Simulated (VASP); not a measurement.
# C in VASP: one cell, several levels of theory, part 2 of 2

VASP 6.6.1, plane waves, PAW. The steps go on from the part before.

## (3) r2SCAN

Contents of INCAR:

```
ENCUT = 520.000000
SIGMA = 0.010000
EDIFF = 1.00e-07
ALGO = Normal
METAGGA = R2SCAN
PREC = Accurate
IBRION = -1
ISIF = 2
ISMEAR = 0
NBANDS = 11
NELM = 120
NSW = 0
LASPH = .TRUE.
LCHARG = .FALSE.
LWAVE = .FALSE.
LREAL = .FALSE.
```

Contents of KPOINTS:

```
KPOINTS created by Atomic Simulation Environment
0
Gamma
12 12 12
0 0 0
```

Contents of KPOINTS_OPT:

```
special points
7
Reciprocal
0.0000000000 0.0000000000 0.0000000000 1
0.5000000000 0.0000000000 0.5000000000 1
0.6250000000 0.2500000000 0.6250000000 1
0.3750000000 0.3750000000 0.7500000000 1
0.5000000000 0.5000000000 0.5000000000 1
0.5000000000 0.2500000000 0.7500000000 1
0.3710940000 0.3710940000 0.0000000000 1
```

Contents of POSCAR:

```
C
 1.0000000000000000
     0.0000000000000000    1.7801241410999999    1.7112333367999999
     1.7801241410999999    0.0000000000000000    1.7112333367999999
     1.7801241410999999    1.7801241410999999    0.0000000000000000
 C
   2
Cartesian
  0.0000000000000000  0.0000000000000000  0.0000000000000000
  0.8900620705500000  0.8900620705500000  0.8556166683999998
```

The run is started by

```bash
$ mpirun -np 1 vasp_std
```

Standard output, without the iteration lines:

```text
POSCAR found type information on POSCAR C
 POSCAR found :  1 types and       2 ions
 -----------------------------------------------------------------------------
|                                                                             |
|                                                                             |
|     You enforced a specific xc type in the INCAR file but a different       |
|     I HOPE YOU KNOW WHAT YOU ARE DOING!                                     |
|                                                                             |
 -----------------------------------------------------------------------------

 LDA part: xc-table for (None), standard interpolation
 POSCAR, INCAR and KPOINTS ok, starting setup
 FFT: planning ... GRIDC
 FFT: planning ... GRID_SOFT
 FFT: planning ... GRID
 WAVECAR not read
 entering main loop
 Start KPOINTS_OPT (optional k-point list driver)
k-point batch [1-7\7]
```

OSZICAR:

```text
N       E                     dE             d eps       ncg     rms          rms(c)
DAV:   1    -0.215267753870E+01   -0.21527E+01   -0.50228E+03  3709   0.744E+02
DAV:   2    -0.215605416106E+02   -0.19408E+02   -0.18787E+02  4654   0.128E+02
DAV:   3    -0.219359093710E+02   -0.37537E+00   -0.37436E+00  4204   0.135E+01
DAV:   4    -0.219364573917E+02   -0.54802E-03   -0.54801E-03  3860   0.633E-01
DAV:   5    -0.219364579641E+02   -0.57239E-06   -0.57239E-06  4128   0.192E-02    0.543E+00
DAV:   6    -0.197006942498E+02    0.22358E+01   -0.28315E-01  3782   0.385E+00    0.407E+00
DAV:   7    -0.195908692401E+02    0.10983E+00   -0.27313E-01  3641   0.378E+00    0.850E-01
DAV:   8    -0.195920523346E+02   -0.11831E-02   -0.45806E-03  4129   0.595E-01    0.438E-01
DAV:   9    -0.195924233759E+02   -0.37104E-03   -0.16022E-04  3785   0.142E-01    0.145E-02
DAV:  10    -0.195924236479E+02   -0.27201E-06   -0.31318E-06  4183   0.141E-02    0.945E-03
DAV:  11    -0.195924241442E+02   -0.49628E-06   -0.77300E-07  3910   0.807E-03    0.609E-04
DAV:  12    -0.195924240837E+02    0.60415E-07   -0.74406E-09  1973   0.698E-04
   1 F= -.19592424E+02 E0= -.19592424E+02  d E =-.306357E-30
       N       E                     dE             ncg
DAV:   1     0.189654369266E+04   -0.27064E+04      154
DAV:   2     0.175321134611E+04   -0.14333E+03      221
DAV:   3     0.175044230976E+04   -0.27690E+01      181
DAV:   4     0.175043912909E+04   -0.31807E-02      163
DAV:   5     0.175043912601E+04   -0.30734E-05      184
DAV:   6     0.175043912601E+04   -0.50288E-08      163
```

OUTCAR, selected sections:

```text
k-points           NKPTS =    163   k-points in BZ     NKDIM =    163   number of bands    NBANDS=     11

   NELECT =       8.0000    total number of electrons

   dimension x,y,z NGX =    18 NGY =   18 NGZ =   20
   dimension x,y,z NGXF=    36 NGYF=   36 NGZF=   40

  energy-cutoff  :      520.00
  volume of cell :       10.85
      direct lattice vectors                 reciprocal lattice vectors
     0.000000000  1.780124141  1.711233337    -0.280879287  0.280879287  0.292186921
     1.780124141  0.000000000  1.711233337     0.280879287 -0.280879287  0.292186921
     1.780124141  1.780124141  0.000000000     0.280879287  0.280879287 -0.292186921

 k-points in reciprocal lattice and weights: KPOINTS created by Atomic Simulation Env
   0.00000000  0.00000000  0.00000000       0.001
   0.08333333 -0.00000000  0.00000000       0.005
   0.16666667  0.00000000  0.00000000       0.005
   0.25000000 -0.00000000  0.00000000       0.005
   0.33333333 -0.00000000  0.00000000       0.005
   0.41666667 -0.00000000  0.00000000       0.005
   0.50000000 -0.00000000  0.00000000       0.002
   0.08333333  0.08333333  0.00000000       0.001
[... 155 more k-points ...]

 E-fermi :  10.8652

 k-point     1 :       0.0000    0.0000    0.0000
  band No.  band energies     occupation
      1     -12.9477      2.00000
      2      10.1740      2.00000
      3      10.1740      2.00000
      4      10.7893      2.00000
      5      15.9958      0.00000
      6      16.5352      0.00000
      7      16.5352      0.00000
      8      25.2669      0.00000
      9      31.4235      0.00000
     10      37.1922      0.00000
     11      39.0304      0.00000

 k-point     2 :       0.0833   -0.0000    0.0000
  band No.  band energies     occupation
      1     -12.7403      2.00000
      2       8.9708      2.00000
      3       9.8016      2.00000
      4      10.2813      2.00000
      5      16.5117      0.00000
      6      16.9953      0.00000
      7      17.3229      0.00000
      8      25.4371      0.00000
      9      31.7720      0.00000
     10      35.3462      0.00000
     11      36.5316      0.00000

 k-point     3 :       0.1667    0.0000    0.0000
  band No.  band energies     occupation
      1     -12.1209      2.00000
      2       6.2354      2.00000
      3       8.9893      2.00000
      4       9.4964      2.00000
      5      17.5148      0.00000
      6      17.9662      0.00000
      7      18.6250      0.00000
      8      25.9200      0.00000
      9      32.4697      0.00000
     10      33.8832      0.00000
     11      34.8224      0.00000

 k-point     4 :       0.2500   -0.0000    0.0000
  band No.  band energies     occupation
      1     -11.0984      2.00000
      2       3.1554      2.00000
      3       8.1468      2.00000
      4       8.7349      2.00000
      5      18.3910      0.00000
      6      18.8013      0.00000
      7      19.6423      0.00000
      8      26.5818      0.00000
      9      32.7978      0.00000
     10      33.7510      0.00000
     11      34.4450      0.00000

 k-point     5 :       0.3333   -0.0000    0.0000
  band No.  band energies     occupation
      1      -9.6957      2.00000
      2       0.1425      2.00000
      3       7.4742      2.00000
      4       8.1430      2.00000
      5      18.8657      0.00000
      6      19.1937      0.00000
      7      20.2953      0.00000
      8      27.1635      0.00000
      9      33.0681      0.00000
     10      35.0122      0.00000
     11      35.2591      0.00000

 k-point     6 :       0.4167   -0.0000    0.0000
  band No.  band energies     occupation
      1      -7.9953      2.00000
      2      -2.5679      2.00000
      3       7.0510      2.00000
      4       7.7767      2.00000
      5      19.0304      0.00000
      6      19.2635      0.00000
      7      20.6226      0.00000
      8      27.4649      0.00000
      9      33.7177      0.00000
     10      36.8991      0.00000
     11      37.1325      0.00000

 k-point     7 :       0.5000   -0.0000    0.0000
  band No.  band energies     occupation
      1      -6.7269      2.00000
      2      -4.1795      2.00000
      3       6.9074      2.00000
      4       7.6534      2.00000
      5      19.0602      0.00000
      6      19.2529      0.00000
      7      20.7169      0.00000
      8      27.5356      0.00000
      9      34.2367      0.00000
     10      36.7285      0.00000
     11      38.1808      0.00000

 k-point     8 :       0.0833    0.0833    0.0000
  band No.  band energies     occupation
      1     -12.6565      2.00000
      2       9.1507      2.00000
      3       9.1507      2.00000
      4      10.1280      2.00000
      5      15.7483      0.00000
      6      17.7805      0.00000
      7      17.7805      0.00000
      8      25.3309      0.00000
      9      31.9737      0.00000
     10      35.5141      0.00000
     11      37.5620      0.00000

 k-point     9 :       0.1667    0.0833    0.0000
  band No.  band energies     occupation
      1     -12.1599      2.00000
      2       7.1093      2.00000
      3       8.2367      2.00000
      4       9.6368      2.00000
      5      16.0393      0.00000
      6      18.9401      0.00000
      7      19.0257      0.00000
      8      25.3091      0.00000
      9      32.6792      0.00000
     10      33.8585      0.00000
     11      36.4715      0.00000

 k-point    10 :       0.2500    0.0833    0.0000
  band No.  band energies     occupation
      1     -11.2574      2.00000
      2       4.1714      2.00000
      3       7.4024      2.00000
      4       8.9368      2.00000
      5      16.9539      0.00000
      6      19.8897      0.00000
      7      20.0926      0.00000
      8      25.3883      0.00000
      9      33.1915      0.00000
     10      33.4532      0.00000
     11      35.9309      0.00000

 k-point    11 :       0.3333    0.0833    0.0000
  band No.  band energies     occupation
      1      -9.9668      2.00000
      2       1.1554      2.00000
      3       6.8044      2.00000
      4       8.1560      2.00000
      5      17.8085      0.00000
      6      20.2986      0.00000
      7      20.7977      0.00000
      8      25.7676      0.00000
      9      33.1857      0.00000
     10      34.2616      0.00000
     11      36.7093      0.00000

[... the tables of k-points 12 to 163 left out ...]

  Total        0.5028652      0.5028652      3.1489877      0.0000000      0.0000000     -0.0000000
  in kB       74.2886364     74.2886364    465.2021731      0.0000000      0.0000000     -0.0000000
  external PRESSURE =     204.5931486 kB  Pullay stress =       0.0000000 kB

 POSITION                                       TOTAL-FORCE (eV/Angst)
 -----------------------------------------------------------------------------------
      0.00000      0.00000      0.00000        -0.000000     -0.000000     -0.000000
      0.89006      0.89006      0.85562         0.000000      0.000000      0.000000
 -----------------------------------------------------------------------------------
    total drift:                               -0.000000     -0.000000     -0.000000

  FREE ENERGIE OF THE ION-ELECTRON SYSTEM (eV)
  ---------------------------------------------------
  free  energy   TOTEN  =       -19.5924240837 eV

  energy  without entropy=      -19.5924240837  energy(sigma->0) =      -19.59242408
```

Hardware: 1 MPI rank of Intel Xeon 6975P-C, shared host.

The levels at the points of KPOINTS_OPT are read from vasprun.xml.

Levels at the named points, in eV from the top of band v (v: the last filled band by count, c: the next):

| point | v−1 | v | c | c+1 |
| --- | --- | --- | --- | --- |
| Γ | -0.62 | 0.00 | 5.21 | 5.75 |
| X | -7.13 | -7.13 | 5.04 | 5.04 |
| U | -10.62 | -6.11 | 6.04 | 11.67 |
| K | -10.51 | -6.75 | 5.01 | 10.44 |
| L | -3.88 | -3.14 | 8.27 | 8.46 |
| W | -9.48 | -9.48 | 10.66 | 10.66 |

r2SCAN gives an indirect gap of 3.34 eV, from Γ to (0.37, 0.37, 0.00); the least direct gap is 5.21 eV. Pressure: 20.46 GPa; the forces vanish within 0.01 eV/Å.

## (4) Summary

This closing draws on all 2 parts.

```
 level  gap (eV)  pressure (GPa)  Ansatz: gap (eV)  Ansatz: pressure (GPa)
   PBE      3.20           24.10              3.20                   23.24
r2SCAN      3.34           20.46              3.37                   19.18
```

The gap runs from 3.20 eV (PBE) to 3.34 eV (r2SCAN). At this one volume the pressure spans 20.5 GPa (r2SCAN) to 24.1 GPa (PBE): PBE wants the largest cell and r2SCAN the smallest. The two programs agree on the gap within 0.04 eV. Each program uses its own PAW datasets and cutoff.
